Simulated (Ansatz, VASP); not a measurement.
**I in VASP and in Ansatz**

INCAR

```
SYSTEM = I
  ALGO = Normal
  EDIFF = 1E-7
  ENCUT = 520
  GGA = PS
  ISIF = 2
  ISMEAR = -1
  LASPH = .True.
  LCHARG = .False.
  LREAL = .False.
  LWAVE = .False.
  NBANDS = 22
  NELM = 100
  PREC = Accurate
  SIGMA = 0.05
```

Contents of KPOINTS:

```
k-points
0
Gamma
  7 7 3
  0 0 0
```

The input POSCAR:

```
I
1.0
    3.6591087810     -2.4108815219      0.0000000000
    3.6591087810      2.4108815219      0.0000000000
    0.0000000000      0.0000000000      9.8582991087
I
4
Direct
    0.6493000000      0.3507000000      0.3844000000
    0.1493000000      0.8507000000      0.1156000000
    0.3507000000      0.6493000000      0.6156000000
    0.8507000000      0.1493000000      0.8844000000
```

The input input.yaml:

```yaml
crystal:
  lattice:
    - [3.659108781, -2.4108815219, 0.0]
    - [3.659108781, 2.4108815219, 0.0]
    - [0.0, 0.0, 9.8582991087]
  atoms:
    - { symbol: I, position: [0.6493, 0.3507, 0.3844] }
    - { symbol: I, position: [0.1493, 0.8507, 0.1156] }
    - { symbol: I, position: [0.3507, 0.6493, 0.6156] }
    - { symbol: I, position: [0.8507, 0.1493, 0.8844] }
hamiltonian:
  xc: pbesol
  pseudopotentials: { kind: paw }
kpoints:
  mp_grid: { grid: [7, 7, 3] }
scf:
  occupations: { method: fermi_dirac, width: 0.05 }
output:
  forces: true
  stress: true
  eigenvalues: true
```

Change from the starting cell: volume scaled by 1.02.

Alike in both runs: task single point; functional PBEsol; k mesh 7 × 7 × 3; occupations fermi-dirac, width 0.05 eV; no spin polarisation.

|  | VASP | Ansatz |
| --- | --- | --- |
| version | VASP 6.6.1 | Ansatz 0.2.0 |
| potentials or method | VASP PAW PBE potentials, release 64 (I) | Ansatz PAW |
| plane-wave cutoff (eV) | 520 | 420 |
| valence electrons in the cell | 28 | 68 |

```tsv
	VASP	Ansatz	Ansatz less VASP
gap on the k mesh at the Fermi level (eV)	1.24	1.24	-0.008
least direct gap on the mesh (eV)	1.31	1.31	-0.006
pressure (GPa)	-0.4	-0.4	-0.01
largest component of the traceless stress (GPa)	0.47	0.47	-0.001
rms of the force components (eV/Å)	0.343	0.343	+0.0003
```

Atom by atom the forces differ by 0.000 eV/Å (rms over components). The two sets of potentials don't hold the same shells in valence.

Caveats: spin-orbit coupling is left out, which moves the levels of the heavy elements; the PAW data sets were made with another functional, which shifts forces and pressure a little (VASP); an odd mesh through Γ misses points on the zone boundary, where band edges often lie (VASP); odd divisions of the mesh miss points on the zone boundary, where band edges often lie, so the gap on the mesh can be too wide (Ansatz); the PAW data sets come from PBE, with cores solved anew for the run's functional, which leaves a small shift of forces and pressure (Ansatz).
